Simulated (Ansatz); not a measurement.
# Polymorphs of Er3H

Computed with Ansatz, DFT PBE, scalar-relativistic, plane waves, PAW, and for the lanthanide a 4f-in-core norm-conserving potential. All cells share a 770 eV cutoff and Γ-centred k meshes spaced at most about 0.3 Å⁻¹ (about 0.25 or finer for metals, 2π included). No spin polarisation.

The zero of energy is the elements' standard structures at the same level (H₂ as a molecule); no fitted shifts are applied.

All energies are static (0 K, no zero-point motion). Only the structures computed here compete, so a lower one can exist. With hydrogen, zero-point motion can shift formation energies by some tens of meV/atom.

Invented guesses were relaxed alike, and ends that match in structure were merged. ΔE counts from the first row. Coordination counts Er atoms around H (those within 1.25 times the shortest such distance or 1.15 times the sum of covalent radii, 1.27 where that leaves under three; a plus sign parts nearer from farther groups; the shortest distance is added where it exceeds 1.18 times the sum of covalent radii). The ends were matched against large subsets of the Crystallography Open Database and the Materials Project, so a missing match doesn't prove that a structure is unreported.

| # | reached from | type and space group | atoms | Å³/atom | coordination | ΔE (meV/atom) | gap on mesh (eV) | in databases |
| --- | --- | --- | --- | --- | --- | --- | --- | --- |
| 1 | Ru3W type (P6_3/mmc) | P6_3/mmc (No. 194) | 8 | 25.1 | H 6 | 0 | 0.00 | no match |
| 2 | random cell | anti-ReO3, Pm-3m (No. 221) | 4 | 26.8 | H 6 | 87 | 0.00 | no match |
| 3 | Tb3Lu type (Pm-3m) | Cu3Au (L1_2), Pm-3m (No. 221) | 4 | 25.2 | H 12 from 3.3 Å | 454 | 0.00 | no match |
| 4 | DyMg3 type (Fm-3m) | BiF3 (D0_3), Fm-3m (No. 225) | 4 | 25.5 | H 8+6 from 3.2 Å | 544 | 0.00 | no match |

The lowest: Space group P6_3/mmc (No. 194), hexagonal, a = 8.350 Å, c = 3.322 Å. Er is surrounded by 2 H at 2.51 Å and 8 Er at 3.27–3.37 Å; H has 6 Er at 2.51 Å. Its energy over the elements is +0.22 eV/atom. The separate elements lie lower, so it is unstable against them. An observed structure of this formula, if there is one, may be missing.

```xyz
8
Lattice="8.3495 0.0000 0.0000 -4.1748 7.2309 0.0000 0.0000 0.0000 3.3220" Properties=species:S:1:pos:R:3 pbc="T T T"
Er    0.0000    2.9341    0.8305
Er    1.6337    5.7638    0.8305
Er   -1.6337    5.7638    0.8305
Er    4.1748    4.2968    2.4915
Er    2.5410    1.4671    2.4915
Er    5.8085    1.4671    2.4915
H     0.0000    4.8206    2.4915
H     4.1748    2.4103    0.8305
```

The second: Space group Pm-3m (No. 221), cubic, a = 4.753 Å. Around Er lie 2 H at 2.38 Å and 8 Er at 3.36 Å; around H lie 6 Er at 2.38 Å. Counting Er atoms around H, the first and the second both have H 6. Cells relaxed within their symmetry can be saddle points.

```yaml
crystal:
  lattice:
    - [4.75303, 0.00000, 0.00000]
    - [0.00000, 4.75303, 0.00000]
    - [0.00000, 0.00000, 4.75303]
  atoms:
    - { symbol: Er, position: [0.00000, 0.50000, 0.50000] }
    - { symbol: Er, position: [0.50000, 0.00000, 0.50000] }
    - { symbol: Er, position: [0.50000, 0.50000, 0.00000] }
    - { symbol: H, position: [0.50000, 0.50000, 0.50000] }
```

Some candidate types were left out of the draw beforehand, so a known form may be missing.

The lanthanide is trivalent by construction, without f bands, f moments or other valences. The reference runs of the other elements, and any phases without the lanthanide, used 420 eV, which shifts energies against them by under 10 meV/atom. The lanthanide's reference is the lowest of its hcp, dhcp and fcc cells.
